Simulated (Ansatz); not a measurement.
## Cr, one cell by several methods

```
CELL_PARAMETERS angstrom
0.00000 1.81110 1.81110
1.81110 0.00000 1.81110
1.81110 1.81110 0.00000
ATOMIC_POSITIONS crystal
Cr 0.00000 0.00000 0.00000
```

The structure comes from a relaxation in the same program, started in the fcc type, and has space group Fm-3m. Whether it is a known phase or the ground state wasn't checked.

Levels of theory: DFT, PBE, PAW with Ansatz's default frozen-core files, scalar-relativistic (Ansatz 0.2.0); DFT, PBE, all-electron LAPW, scalar-relativistic (Ansatz 0.2.0).

For PAW: a Γ-centred 20×20×20 k mesh, Fermi–Dirac smearing of 0.05 eV, cutoff 420 eV, spin-polarised from start moments Cr 3 μB (the moments died away, and the run ended non-magnetic). LAPW targets a basis error of 1 meV/atom. The Ansatz runs share mesh, smearing and spin set-up. Plane-wave (PAW) pressures include the program's estimate of the Pulay term.

Stress and pressure are positive in compression.

Levels count from the Fermi level.

PAW results:

```json
{"quantity": "pressure (GPa)", "PAW": "0.00"}
{"quantity": "highest filled level at W (eV)", "PAW": "-1.545"}
{"quantity": "lowest empty level at W (eV)", "PAW": "1.092"}
{"quantity": "highest filled level at Γ (eV)", "PAW": "-0.424"}
{"quantity": "lowest empty level at Γ (eV)", "PAW": "1.345"}
{"quantity": "highest filled level at X (eV)", "PAW": "-3.279"}
{"quantity": "lowest empty level at X (eV)", "PAW": "2.524"}
```

(1) What does all-electron LAPW give for the same quantities?

## Answers

(1) 
```csv
quantity,LAPW
pressure (GPa),-0.05
highest filled level at W (eV),-1.546
lowest empty level at W (eV),1.091
highest filled level at Γ (eV),-0.422
lowest empty level at Γ (eV),1.347
highest filled level at X (eV),-3.279
lowest empty level at X (eV),2.524
```
